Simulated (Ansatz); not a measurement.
Born–Oppenheimer molecular dynamics of a periodic cell of 28 atoms, Mg₂H₂O₃ (host Mg2H2O3, host structure P-3m1). It goes on from the last frame of an earlier run, with new velocities.

The calculation used DFT PBEsol, scalar-relativistic, plane waves, PAW (Ansatz 0.2.0). Settings: cutoff 420 eV, k mesh 2x2x1, fermi-dirac smearing 0.05 eV, no spin polarisation.

| Quantity | Value |
| --- | --- |
| ensemble | NVT, Nosé–Hoover chain |
| time step | 0.75 fs |
| steps asked | 150 |
| set temperature | 1170 K |
| thermostat | time constant 50 fs, chain length 3 |
| seed | 573099 |

First frame:

```xyz
28
Lattice="-3.1159 -5.3968 0.0000 4.6738 -2.6984 0.0000 0.0000 0.0000 7.7871" Properties=species:S:1:pos:R:3
Mg 1.612 -4.430 6.574
Mg 0.023 -3.524 1.071
H 0.163 -3.901 4.673
H 1.971 -4.599 3.363
O 0.148 -3.505 5.531
O 1.657 -4.620 2.490
O 0.036 -5.169 0.026
Mg 0.016 -1.827 6.535
Mg 3.098 -3.648 1.304
H 3.705 -3.468 4.584
H -0.031 -2.093 3.198
O 3.211 -3.653 5.379
O 0.074 -1.772 2.285
O -1.537 -2.663 0.023
Mg 2.837 -1.869 6.195
Mg 1.641 -0.696 1.281
H 1.421 -0.496 4.444
H 3.590 -2.075 2.846
O 1.409 -0.790 5.366
O 2.992 -1.918 2.138
O 1.563 -2.717 -0.053
Mg -1.700 -4.333 6.696
Mg 1.447 -6.200 1.137
H 1.703 -6.420 4.622
H -1.719 -4.064 3.267
O 1.677 -6.221 5.572
O -1.562 -4.427 2.404
O 0.235 -0.020 0.051
```

Q: What does the run give?

A: The run went to its last step.

```yaml
steps_done: 150
time_covered: 112.5 fs
mean_temperature_over_the_second_half: 1170 K
spread_of_the_potential_energy_over_the_second_half: 14.0 meV per atom
mean_potential_energy_of_the_second_half_above_the_start: 56.5 meV per atom
```

The conserved energy stayed within 0.88 meV per atom of its start (net change -0.08 meV per atom), so there is no drift, though single steps change it by up to 21 meV in the whole system, a sign of fast motions only just resolved. A run of 0.11 ps of so small a system gives no equilibrium averages. Limits of this set-up: coarse k mesh.

Q: What happens to the structure?

A: Mean squared displacements from the first frame to the last, about the centre of mass: Mg 0.09 Å², H 0.75 Å², O 0.15 Å². The details hang on the random start.

Q: How do temperature and energy run in time?

A: 
```tsv
time (fs)	T (K)	potential energy less start (eV)	conserved less start (meV/atom)
0.0	1170	0.000	0.00
9.0	820	1.233	-0.03
18.0	938	0.885	-0.03
27.0	1092	0.484	-0.01
36.0	1097	0.654	0.28
45.0	1027	1.111	0.39
54.0	1032	1.330	0.45
63.0	1115	1.302	0.54
72.0	1214	1.231	0.61
81.0	1096	1.857	0.65
90.0	1008	2.313	0.52
99.0	1250	1.602	0.42
108.0	1239	1.740	0.42
```

The run took 11 min on 1 thread of Arm Neoverse V2, with other jobs on the host, peak memory 0.56 GiB.
